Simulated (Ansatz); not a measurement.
# CuI: do energies and stresses tell the same story?

All numbers below come from DFT PBE+D3(BJ), scalar-relativistic, plane waves, PAW in Ansatz 0.2.0.

Cutoff 420 eV; k points 8×8×6 on the computed 4-atom cell (Γ-centred); Gaussian smearing, width 0.02 eV; no spin polarisation.

Relaxed cell: P4/nmm, a = 4.018 Å, b = 4.018 Å, c = 6.231 Å, α = 90.00°, β = 90.00°, γ = 90.00°, 4 atoms in the primitive cell. This form isn't the usual stable structure of the compound.

Energies at zero smearing and pressures from the stress tensor, at volumes with shape and atoms relaxed:
| V (Å³/atom) | E − E(first) (meV/atom) | P (GPa) |
| --- | --- | --- |
| 22.137 | 0.00 | 4.76 |
| 22.892 | -18.41 | 3.10 |
| 23.646 | -29.82 | 1.78 |
| 24.401 | -35.77 | 0.77 |
| 25.156 | -37.51 | 0.00 |
| 25.910 | -36.07 | -0.61 |
| 26.665 | -32.43 | -0.97 |
| 27.671 | -25.27 | -1.28 |

Problem. Check P = −dE/dV between neighbouring volumes, and get the bulk modulus from the pressures alone.

Solution. With 1 eV/Å³ = 160.2 GPa:
```json
{"middle V (Å³/atom)": "22.514", "−ΔE/ΔV (GPa)": "3.909", "mean P (GPa)": "3.928"}
{"middle V (Å³/atom)": "23.269", "−ΔE/ΔV (GPa)": "2.422", "mean P (GPa)": "2.440"}
{"middle V (Å³/atom)": "24.024", "−ΔE/ΔV (GPa)": "1.263", "mean P (GPa)": "1.275"}
{"middle V (Å³/atom)": "24.778", "−ΔE/ΔV (GPa)": "0.371", "mean P (GPa)": "0.384"}
{"middle V (Å³/atom)": "25.533", "−ΔE/ΔV (GPa)": "-0.306", "mean P (GPa)": "-0.303"}
{"middle V (Å³/atom)": "26.288", "−ΔE/ΔV (GPa)": "-0.773", "mean P (GPa)": "-0.786"}
{"middle V (Å³/atom)": "27.168", "−ΔE/ΔV (GPa)": "-1.141", "mean P (GPa)": "-1.122"}
```

The two differ by 0.02 GPa at most. The mean of two end pressures misses the average over a step by about ΔV² P″/12, up to 0.03 GPa here; with that taken off 0.02 GPa remains. Around V = 25.156 Å³/atom, the two neighbours give B = −V ΔP/ΔV = 25.156 × 1.37 / 1.509 = 22.9 GPa, against B0 = 21.8 GPa from the Birch–Murnaghan fit of the energies, which describes these points poorly (B0' = 9.1).

Spin-orbit coupling is left out, which matters for the bands of heavy elements.

A ferromagnetic start lost its moments in a first run, so spin was left out; other magnetic orders weren't tried.

Cost: 9 runs of about 11 core-minutes in all, on Arm Neoverse V2 (shared hosts).